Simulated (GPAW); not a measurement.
Runs of GPAW 26.7.0 on SiC. Symmetry: P6_3mc, No. 186, hexagonal system. The conventional cell has a = 3.076 Å, b = 3.076 Å, c = 10.071 Å, α = 90.00°, β = 90.00°, γ = 120.00°. Si (site symmetry 3m) has 4 C at 1.88 to 1.89 Å as nearest neighbours. Si (site symmetry 3m) has 4 C at 1.88 to 1.89 Å as nearest neighbours. Around C (site symmetry 3m) lie 4 Si at 1.88 to 1.89 Å. C (site symmetry 3m) is surrounded by 4 Si at 1.88 to 1.89 Å. The cell is a database's computed one.

```csv
task,level,potentials or basis,cell,optimizer,fmax,max steps,target pressure,eigensolver,gap on the mesh (eV),pressure (GPa),relaxed volume (Å³/atom),largest force (eV/Å)
relaxation of cell and atoms,RPBE+D3(BJ),"the program's PAW data sets (release 1.2.1) made for this functional, pw",relaxed to 10 GPa,BFGS,0.02 eV/Å,40,10 GPa,-,(c),10.0,-,0.01
relaxation of cell and atoms,BLYP+D3(BJ),"PAW data sets generated in the run's folder for this functional, pw",relaxed,BFGS,0.01 eV/Å,100,-,davidson,2.53,0.0,10.28,-
relaxation of cell and atoms,OLYP+D3(BJ),"PAW data sets generated in the run's folder for this functional, pw",relaxed,FIRE,0.01 eV/Å,100,-,davidson,2.28,0.1,(b),-
band structure,MS2,"GPAW PAW data sets (gpaw-data 1.2.1), pw",as given,-,-,-,-,-,(a),1.6,-,0.01
band structure,TASK,"GPAW PAW data sets (gpaw-data 1.2.1), pw",as given,-,-,-,-,-,2.97,9.1,-,0.02
```

Alike in all rows: no spin polarisation; k mesh 6 × 6 × 2; cutoff (eV) 800; smearing fermi-dirac 0.05 eV.

Problem. Estimate the missing entries.

Solution. (a) 2.55; (b) 9.78; (c) 2.24.

Caveats: later steps reuse the first step's grids (some runs); the PAW data sets were made with another functional, which shifts forces and pressure a little (some runs).

A k mesh can miss the band edges.

Runs at the PBE level aren't shown here.
